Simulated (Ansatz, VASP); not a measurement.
GaCo: VASP beside Ansatz

INCAR

```
  PREC = Accurate
  ENCUT = 520
  EDIFF = 1E-7
  ISMEAR = -5
  SIGMA = 0.1
  LREAL = False
  LASPH = True
  NELM = 150
  ALGO = Normal
  ISIF = 2
  LWAVE = False
  LCHARG = True
  ISPIN = 2
  MAGMOM = 0 2
  LORBIT = 11
  LMAXMIX = 4
  LDAU = True
  LDAUTYPE = 2
  LDAUL = -1 2
  LDAUU = 0 6.2
  LDAUJ = 0 0
  LDAUPRINT = 1
  METAGGA = R2SCAN
  LMIXTAU = True
  LELF = True
  LVHAR = True
  NBANDS = 22
```

File KPOINTS:

```
regular mesh
0
Gamma
  9 9 9
```

The input POSCAR:

```
GaCo
1.0
    2.9158727642      0.0000000000      0.0000000000
    0.0000000000      2.9158727642      0.0000000000
    0.0000000000      0.0000000000      2.9158727642
Ga Co
1 1
Direct
    0.5000000000      0.5000000000      0.5000000000
    0.0000000000      0.0000000000      0.0000000000
```

File input.yaml:

```yaml
crystal:
  lattice:
    - [2.9158727642, 0.0, 0.0]
    - [0.0, 2.9158727642, 0.0]
    - [0.0, 0.0, 2.9158727642]
  atoms:
    - { symbol: Ga, position: [0.5, 0.5, 0.5] }
    - { symbol: Co, position: [0.0, 0.0, 0.0], spin: 2.0 }
hamiltonian:
  xc: r2scan
  pseudopotentials: { kind: paw }
  hubbard:
    sites: [{ species: Co, l: d, u_eff: 6.2 }]
    projectors: all-electron-atomic
magnetization:
  spin_polarized: true
kpoints:
  mp_grid: { grid: [9, 9, 9] }
scf:
  occupations: { method: tetrahedron }
output:
  forces: true
  stress: true
  write_density: true
  write_potential: true
  elf: true
  volumetric_format: npy
```

Alike in both runs: task single point; functional r2SCAN; k mesh 9 × 9 × 9; occupations tetrahedron; collinear spin; Hubbard terms Co d U = 6.2 eV.

|  | VASP | Ansatz |
| --- | --- | --- |
| version | VASP 6.6.1 | Ansatz 0.2.0 |
| potentials or method | VASP PAW PBE potentials, release 64 (Ga_d, Co) | Ansatz PAW |
| plane-wave cutoff (eV) | 520 | 500 |
| valence electrons in the cell | 22 | 30 |

```tsv
	VASP	Ansatz	Ansatz less VASP
gap on the k mesh at the Fermi level (eV)	none	none	-
pressure (GPa)	16.8	22.1	+5.33
net moment per atom (μB)	0.98	0.96	-0.014
size of the moment on the site where the two differ most (μB)	1.98	1.88	-0.096
```

Site moments also hang on the region over which each program counts them. The programs project onto different local orbitals, so the same U acts differently. A gap of «none» marks a metal or a gap that the smearing closes. The two sets of potentials don't hold the same shells in valence.

Caveats: the U is typed as a test and isn't derived for this compound; the PAW data sets were made with another functional, which shifts forces and pressure a little (VASP); tetrahedron occupations give inexact forces and stress in metals (VASP); the magnetic or orbital state may not be the lowest (Ansatz); the PAW data sets come from PBE, with cores solved anew for the run's functional, which leaves a small shift of forces and pressure (Ansatz); with tetrahedron occupations forces and stress needn't match the slope of the energy (Ansatz). The state reached can hang on the start; a lower one may exist.
